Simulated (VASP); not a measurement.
Crystal: WS2 (Tungstenite).

```xyz
6
Lattice="3.1800 0.0000 0.0000 -1.5900 2.7540 0.0000 0.0000 0.0000 12.5000" Properties=species:S:1:pos:R:3 pbc="T T T"
W     1.5900    0.9180    9.3750
W     0.0000    1.8360    3.1250
S     1.5900    0.9180    4.6875
S     0.0000    1.8360   10.9375
S     1.5900    0.9180    1.5625
S     0.0000    1.8360    7.8125
```

| Item | Value |
| --- | --- |
| Program | VASP 6.6.1 |
| Task | relaxation of cell and atoms |
| Functional | PBE |
| Potentials or basis | VASP PAW PBE potentials, release 64 (W_sv, S) |
| Cutoff | 600 eV |
| k mesh | 8 × 8 × 4 |
| Occupations | gaussian, width 0.02 eV |
| Spin | no spin polarisation |

At the start: pressure 2.3 GPa; volume 18.24 Å³/atom.

Problem. Where does the relaxation end?

Solution. Over 37 steps the energy falls by 12.8 meV/atom and the volume is 21.09 Å³/atom (+15.6 %); space group P6_3/mmc (No. 194, to 0.05 Å).

Step by step:
| step | energy change (eV) | largest force (eV/Å) | pressure (GPa) | volume (Å³) |
| --- | --- | --- | --- | --- |
| 1 | 0.0000 | 0.1312 | 2.28 | 109.47 |
| 2 | 0.0317 | 0.7253 | -4.04 | 113.63 |
| 3 | -0.0117 | 0.1756 | 0.03 | 110.87 |
| 4 | -0.0179 | 0.1697 | 0.01 | 111.31 |
| 5 | -0.0336 | 0.1498 | 0.08 | 112.62 |
| 6 | -0.0539 | 0.1008 | 0.39 | 115.22 |
| 7 | -0.0651 | 0.0548 | 1.51 | 120.34 |
| 8 | -0.0693 | 0.0075 | 0.94 | 121.23 |
| 9 | -0.0728 | 0.1509 | -0.34 | 123.34 |
| 10 | -0.0728 | 0.1304 | -0.16 | 123.03 |
| 11 | -0.0743 | 0.0966 | -0.13 | 123.25 |
| 12 | -0.0758 | 0.0261 | -0.06 | 123.69 |
| 13 | -0.0758 | 0.0070 | -0.04 | 123.81 |
| 14 | -0.0758 | 0.0040 | -0.01 | 123.83 |
| 15 | -0.0758 | 0.0005 | -0.03 | 123.86 |
| 16 | -0.0759 | 0.0022 | -0.02 | 123.84 |
| 17 | -0.0759 | 0.0090 | 0.05 | 123.78 |
| 18 | -0.0759 | 0.0074 | 0.03 | 123.79 |
| 19 | -0.0759 | 0.0044 | 0.02 | 123.81 |
| 20 | -0.0759 | 0.0065 | 0.02 | 123.80 |
| 21 | -0.0759 | 0.0072 | 0.02 | 123.80 |
| 22 | -0.0759 | 0.0074 | 0.03 | 123.79 |
| 23 | -0.0759 | 0.0095 | 0.02 | 123.82 |
| 24 | -0.0759 | 0.0161 | -0.02 | 123.89 |
| 25 | -0.0759 | 0.0295 | -0.10 | 124.04 |
| 26 | -0.0759 | 0.0289 | -0.09 | 124.04 |
| 27 | -0.0760 | 0.0289 | -0.08 | 124.05 |
| 28 | -0.0760 | 0.0294 | -0.10 | 124.07 |
| 29 | -0.0760 | 0.0294 | -0.09 | 124.11 |
| 30 | -0.0760 | 0.0291 | -0.10 | 124.19 |
| 31 | -0.0761 | 0.0292 | -0.09 | 124.34 |
| 32 | -0.0763 | 0.0283 | -0.09 | 124.66 |
| 33 | -0.0765 | 0.0260 | -0.07 | 125.29 |
| 34 | -0.0767 | 0.0179 | -0.04 | 126.55 |
| 35 | -0.0766 | 0.0267 | 0.15 | 126.41 |
| 36 | -0.0767 | 0.0006 | 0.04 | 126.50 |
| 37 | -0.0767 | 0.0005 | -0.01 | 126.56 |

Final structure:
```
W S
1.0
     3.18828    0.00000    0.00000
    -1.59414    2.76113    0.00000
     0.00000    0.00000   14.37694
W S
2 4
Direct
  0.66667 0.33333 0.75000
  0.33333 0.66667 0.25000
  0.66667 0.33333 0.35927
  0.33333 0.66667 0.85927
  0.66667 0.33333 0.14073
  0.33333 0.66667 0.64073
```

Caveat: the volume moved by over 15 % at a fixed basis, so the end points are rough; this functional lacks dispersion, which binds the layers, so the pressure and a relaxed spacing across them are unreliable, and here the layers came unbound; the volume moved by +16 % from the deposited cell, more than functionals usually miss.
